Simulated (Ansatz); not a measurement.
## Ge under changes of volume

One of the cells (19.607 Å³/atom); the others are scaled copies at fixed shape and fractional positions:

```
CELL_PARAMETERS angstrom
1.39715 -2.60052 0.00000
1.39715 2.60052 0.00000
0.00000 0.00000 2.69823
ATOMIC_POSITIONS crystal
Ge 0.50000 0.50000 0.00000
```

This isn't the form of Ge at room conditions, which is diamond.

| Item | Value |
| --- | --- |
| Program | Ansatz 0.2.0 |
| Functional | PBE0 |
| Potentials or basis | Ansatz PAW |
| Cutoff | 420 eV (not typed: the program's choice for these potentials) |
| k mesh | 6 × 6 × 6 |
| Occupations | fermi-dirac, width 0.05 eV |
| Spin | no spin polarisation |

```tsv
volume (Å³/atom)	energy over the lowest point (meV/atom)	pressure (GPa)
18.431	1.68	1.6
18.823	0.00	-0.2
19.215	?	?
19.607	8.92	-3.3
19.999	18.61	-4.6
20.391	31.31	-5.8
20.783	46.67	-6.8
```

What does the run at 19.215 Å³/atom give?

Energy over the lowest point 2.57 meV/atom; pressure -1.9 GPa.

Worked out: A Birch-Murnaghan fit of order 3 (a polynomial in V^(-2/3)) to the other rows has its minimum at 18.77 Å³/atom with B0 = V·E''(V) = 84 GPa and B' = 4.6 at fixed shape and positions, which overstates the stiffness. It gives 2.57 meV/atom at 19.215 Å³/atom, against the run's 2.57, and -dE/dV = -1.9 GPa, against -1.9.

Energies are extrapolated to zero smearing.

Caveats: all runs use coarse meshes; the PAW data sets come from PBE, with cores solved anew for the run's functional, which leaves a small shift of forces and pressure; the thresholds are loose for stress.
